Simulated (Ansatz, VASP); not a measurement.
Two plane-wave programs on Sn3Se

```
CELL_PARAMETERS angstrom
4.64508 0.00000 0.00000
0.00000 4.64508 0.00000
0.00000 0.00000 4.64508
ATOMIC_POSITIONS crystal
Sn 0.50000 0.50000 0.00000
Sn 0.50000 0.00000 0.50000
Sn 0.00000 0.50000 0.50000
Se 0.00000 0.00000 0.00000
```

The cell comes from a database or a generator and needn't be the stable form of this composition.

Alike in both runs: task single point; functional PBEsol; k mesh 6 × 6 × 6; occupations fermi-dirac, width 0.05 eV; no spin polarisation.

```csv
,VASP,Ansatz
version,VASP 6.6.1,Ansatz 0.2.0
potentials or method,"VASP PAW PBE potentials, release 64 (Sn_d, Se)",Ansatz PAW
plane-wave cutoff (eV),520,420
valence electrons in the cell,48,58
```

|  | VASP | Ansatz | Ansatz less VASP |
| --- | --- | --- | --- |
| gap on the k mesh at the Fermi level (eV) | none | none | - |
| pressure (GPa) | 0.4 | 0.4 | +0.04 |

A gap of «none» marks a metal or a gap that the smearing closes. The two sets of potentials don't hold the same shells in valence.

Caveats: the PAW data sets were made with another functional, which shifts forces and pressure a little (VASP); the PAW data sets come from PBE, with cores solved anew for the run's functional, which leaves a small shift of forces and pressure (Ansatz).
